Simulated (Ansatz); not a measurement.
Runs of Ansatz 0.2.0 on Mg. Symmetry: P6_3/mmc, No. 194, hexagonal system. The conventional cell has a = 3.177 Å, b = 3.177 Å, c = 10.319 Å, α = 90.00°, β = 90.00°, γ = 120.00°. Mg (site symmetry -6m2) has 12 Mg at 3.17 to 3.18 Å as nearest neighbours. Mg (site symmetry -3m) has 12 Mg at 3.17 to 3.18 Å as nearest neighbours. 

```tsv
level	gap on the mesh (eV)	pressure (GPa)	relaxed volume (Å³/atom)
RPBE+D3(BJ)	-	0.0	16.83
PBE+D4	-	0.0	(b)
PBE+D3(BJ)	-	0.0	21.86
PBEsol+D4	none	0.0	22.47
RPBE+D4	-	0.0	23.26
PBEsol+D3(BJ)	none	0.0	(a)
```

Alike in all rows: task relaxation of cell and atoms; potentials or basis Ansatz PAW; no spin polarisation; cell relaxed; k mesh 10 × 10 × 3; cutoff (eV) 420; smearing fermi-dirac 0.05 eV.

Question: Estimate the missing entries.

Answer: (a) 21.47; (b) 22.78.

Caveats: the plane-wave basis is chosen anew once the cell has moved, so the energies of steps on either side of that aren't comparable; the PAW data sets come from PBE, with cores solved anew for the run's functional, which leaves a small shift of forces and pressure (some runs); pairwise dispersion overbinds metals, which lowers pressure and volume (some runs); the volume moved by over 15 % at a fixed basis, so the end points are rough (some runs).

A gap of «none» marks a metal or a gap under the smearing width.
